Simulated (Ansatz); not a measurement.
# CoSi2 (fluorite type): the cost of one run

Program: Ansatz 0.2.0. Level of theory: DFT PBE, with the methods named in each step. These are calculated values, not measurements.

## Step 1: The starting structure

Symmetry: Fm-3m, No. 225, cubic system. Conventional cell: a = 5.294 Å, b = 5.294 Å, c = 5.294 Å, α = 90.00°, β = 90.00°, γ = 90.00°. Co (site symmetry m-3m) has 8 Si at 2.29 Å in its first shell of neighbours. Si (site symmetry -43m) has 4 Co at 2.29 Å in its first shell of neighbours.

As a file:

```xyz
3
Lattice="0.0000 2.6470 2.6470 2.6470 0.0000 2.6470 2.6470 2.6470 0.0000" Properties=species:S:1:pos:R:3 pbc="T T T"
Co    0.0000    0.0000    0.0000
Si    1.3235    1.3235    1.3235
Si    3.9706    3.9706    3.9706
```

Atoms are numbered in the order of the input: Co1, Si2, Si3.

## Step 2: Cell relaxed at zero pressure, PAW

File input.yaml:

```yaml
crystal:
  lattice:
    - [0.0, 2.647034466, 2.647034466]
    - [2.647034466, 0.0, 2.647034466]
    - [2.647034466, 2.647034466, 0.0]
  atoms:
    - { symbol: Co, position: [0.0, 0.0, 0.0] }
    - { symbol: Si, position: [0.25, 0.25, 0.25] }
    - { symbol: Si, position: [0.75, 0.75, 0.75] }
kpoints:
  mp_grid: { grid: [11, 11, 11] }
scf:
  occupations: { method: fermi_dirac, width: 0.1 }
hamiltonian:
  xc: pbe
  pseudopotentials: { kind: paw }
output:
  forces: true
  stress: true
relax:
  f_tol: 0.005
  max_steps: 40
  cell: {}
```

On the command line:

```bash
$ ansatz run input.yaml --threads 2 --pin off --max-ram 5120MiB --backend cpu --events-out ev --progress --plain --runs-dir out
```

What time and memory should one allow on 2 threads of Intel Xeon at 2.70GHz, shared host?

About 5.5 s, with a peak of 0.38 GiB.
